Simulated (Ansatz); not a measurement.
The system is SrVO3.

```
CELL_PARAMETERS angstrom
3.84090 0.00000 0.00000
0.00000 3.84090 0.00000
0.00000 0.00000 3.84090
ATOMIC_POSITIONS crystal
Sr 0.50000 0.50000 0.50000
V 0.00000 0.00000 0.00000
O 0.00000 0.00000 0.50000
O 0.00000 0.50000 0.00000
O 0.50000 0.00000 0.00000
```

```yaml
Program: Ansatz 0.2.0
Task: relaxation of cell and atoms
Functional: RPBE
Potentials_or_basis: Ansatz PAW
Cutoff: "420 eV (not typed: the program's choice for these potentials)"
k_mesh: 7 × 7 × 7
Occupations: fermi-dirac, width 0.05 eV
Spin: collinear spin, ferromagnetic start
Starting_moments: "[0.0, 2.0, 0.0, 0.0, 0.0] μB"
```

At the start: volume 11.33 Å³/atom.

How do energy, volume and symmetry change on relaxing?

It ends after 7 steps and the volume is 11.80 Å³/atom (+4.1 %); space group Pm-3m (No. 221, to 0.05 Å); moment 0.00 μB per cell.

Step by step:
```csv
step,energy change (eV),largest force (eV/Å),volume (Å³)
1,0.0000,0.0000,56.66
2,-0.0408,0.0000,58.44
3,-0.0412,0.0000,58.86
4,-0.0411,0.0000,58.89
5,-0.0514,0.0000,58.89
6,-0.0512,0.0000,58.98
7,-0.0514,0.0000,58.98
```

Final structure:
```
Sr V O
1.0
     3.89265    0.00000    0.00000
     0.00000    3.89265    0.00000
     0.00000    0.00000    3.89265
Sr V O
1 1 3
Direct
  0.50000 0.50000 0.50000
  0.00000 0.00000 0.00000
  0.00000 0.00000 0.50000
  0.00000 0.50000 0.00000
  0.50000 0.00000 0.00000
```

Caveat: the plane-wave basis is chosen anew once the cell has moved, so the energies of steps on either side of that aren't comparable; the pressure holds a Pulay correction of +0.5 GPa for the finite cutoff; the PAW data sets come from PBE, with cores solved anew for the run's functional, which leaves a small shift of forces and pressure; the starting moments weren't kept.
